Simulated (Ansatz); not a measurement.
# Field gradients at the nuclei in Ge3N4 at a changed volume

The cell is a COD entry, relaxed with PBE at fixed cell and then changed (volume scaled by 0.98, ions relaxed).

```cif
data_Ge3N4
_symmetry_space_group_name_H-M 'Fd-3m:1'
_symmetry_Int_Tables_number 227
_cell_length_a 8.2533
_cell_length_b 8.2533
_cell_length_c 8.2533
_cell_angle_alpha 90.000
_cell_angle_beta 90.000
_cell_angle_gamma 90.000
loop_
_atom_site_label
_atom_site_type_symbol
_atom_site_symmetry_multiplicity
_atom_site_Wyckoff_symbol
_atom_site_fract_x
_atom_site_fract_y
_atom_site_fract_z
Ge1 Ge 16 d 0.1250 0.1250 0.6250
Ge5 Ge 8 a 0.5000 0.5000 0.0000
N N 32 e 0.8831 0.8831 0.3831
```

One atom of each set is listed; the run and its k-mesh use a cell of 14 atoms with edges of 5.84, 5.84, 5.84 Å.

Computed with Ansatz: DFT, PBE, plane waves and PAW, scalar-relativistic, 420 eV cutoff, Γ-centred 6×6×6 k-points, Fermi–Dirac smearing 0.02 eV.

C_Q = eQV_zz/h, which is 24.18 MHz for Q = 1 b and V_zz = 10²¹ V/m²; η = (V_xx − V_yy)/V_zz.

Ge-73: I = 9/2, Q = -196.0 mb; ¹⁴N: I = 1, Q = 20.44 mb. Nuclear quadrupole moments: year-2017 set (Pyykkö).

Question: Give the quadrupolar parameters of the distinct sites.

Answer: 

```
site  atoms          first shell  V_xx, V_yy, V_zz (10²¹ V/m²)     η  C_Q (MHz)
 Ge1      4        6 N at 2.00 Å           0.099, 0.099, -0.20  0.00      0.938
 Ge5      2        4 N at 1.90 Å              0.00, 0.00, 0.00     –          0
   N      8  4 Ge at 1.90–2.00 Å            -2.09, -2.09, 4.18  0.00       2.07
```

An axis of threefold or higher order runs through Ge1 and N, so V_zz lies along it and η is zero. Ge5 sits on a cubic site, where every gradient vanishes.

The relaxation (2 steps) took 2.4 s of wall time (7.7 s of CPU time) and 0.71 GiB at its peak, on 4 threads of AMD EPYC 9R45 (Zen 5) (x86_64; 16 cores open to the job, memory cap 8.0 GiB, no GPU), a shared host with a load of 0.2 a core.
